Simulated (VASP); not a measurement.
## Nb in VASP: convergence with ENCUT

Input of the first run (ENCUT 200 eV); the others differ in this setting and in those tied to it:

File INCAR:

```
SYSTEM = Nb
PREC = Accurate
ENCUT = 200
EDIFF = 1E-7
ISMEAR = 0
SIGMA = 0.02
LREAL = .False.
LASPH = .True.
NELM = 100
ALGO = Normal
ISIF = 2
LWAVE = .False.
LCHARG = .False.
GGA = PE
NBANDS = 54
```

Contents of KPOINTS:

```
regular mesh
0
Gamma
  6 6 1
  0 0 0
```

The input POSCAR:

```
Nb
1.0
    3.3279000000      0.0000000000      0.0000000000
    0.0000000000      3.3279000000      0.0000000000
    0.0000000000      0.0000000000     24.9837000000
Nb
7
Direct
    0.5000000000      0.5000000000      0.3001957276
    0.0000000000      0.0000000000      0.3667971517
    0.5000000000      0.5000000000      0.4333985759
    0.0000000000      0.0000000000      0.5000000000
    0.5000000000      0.5000000000      0.5666014241
    0.0000000000      0.0000000000      0.6332028483
    0.5000000000      0.5000000000      0.6998042724
```

Potentials or basis: VASP PAW PBE potentials, release 64 (Nb_sv).

Command:

```bash
$ cat potpaw_PBE.64/Nb_sv/POTCAR > POTCAR
$ mpirun -np 1 vasp_std > vasp.out
```

The slab is cut from a database's or a generator's crystal, which needn't be the stable form of the element.

Hardware: 1 thread of Intel(R) Xeon(R) 6975P-C (Granite Rapids), with other jobs on the host.

**Question.** The values tried are 200 eV, 250 eV, 300 eV, 350 eV, 400 eV, 450 eV, 500 eV, 600 eV, 800 eV, loosest first. From which on does the energy stay within 1 meV/atom of the tightest run that finished?

**Answer.** From 500 eV on.

```csv
ENCUT,"energy less the tightest run, at zero smearing (meV/atom)",largest force (eV/Å),SCF cycles,CPU time (s),peak memory (GiB)
200 eV,282.21,0.643,34,42,0.18
250 eV,-8.29,1.419,31,70,0.2
300 eV,12.91,1.385,29,81,0.23
350 eV,8.24,1.396,30,91,0.25
400 eV,2.45,1.413,30,120,0.31
450 eV,1.02,1.416,30,120,0.35
500 eV,0.20,1.417,29,150,0.35
600 eV,0.22,1.419,29,240,0.44
800 eV,0.00,1.421,30,470,0.66
```

Against the tightest run, the largest force stays within 0.005 eV/Å from 450 eV on. The tightest run that finished is the yardstick and may itself not be fully converged.
